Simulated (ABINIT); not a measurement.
Runs of ABINIT 10.8.3 (patched build) on Cu. Symmetry: Fm-3m, No. 225, cubic system. The conventional cell has a = 3.615 Å, b = 3.615 Å, c = 3.615 Å, α = 90.00°, β = 90.00°, γ = 90.00°. Around Cu (site symmetry m-3m) lie 12 Cu at 2.56 Å. 

```tsv
task	level	potentials or basis	k mesh	cutoff (eV)	fine-grid cutoff	gap on the mesh (eV)	pressure (GPa)
band structure	PBE	PseudoDojo NC SR PBE v0.5 stringent	13 × 13 × 13	1415	-	none	(a)
band structure	SCAN	JTH PAW PBE v2.0	13 × 13 × 13	653	1251.72 eV	none	-
single point	PBEsol	JTH PAW PBE v2.0	10 × 10 × 10	544	1088.46 eV	none	-
band structure	RPBE	PseudoDojo NC SR PBE v0.4.1 standard	13 × 13 × 13	1252	-	none	7.2
band structure	LDA	PseudoDojo NC SR LDA v0.4 stringent	13 × 13 × 13	1524	-	none	-13.1
```

Alike in all rows: no spin polarisation; cell as given; smearing fermi-dirac 0.05 eV.

**Question.** Fill in the values left out.

**Answer.** (a) 1.4.

Caveats: the PAW data sets were made with another functional, which shifts forces and pressure a little (some runs); the potentials were made for another functional, which shifts forces and pressure (some runs).

A k mesh can miss the band edges.

A gap of «none» marks a metal or a gap under the smearing width.

Not every run made on this cell is shown here.
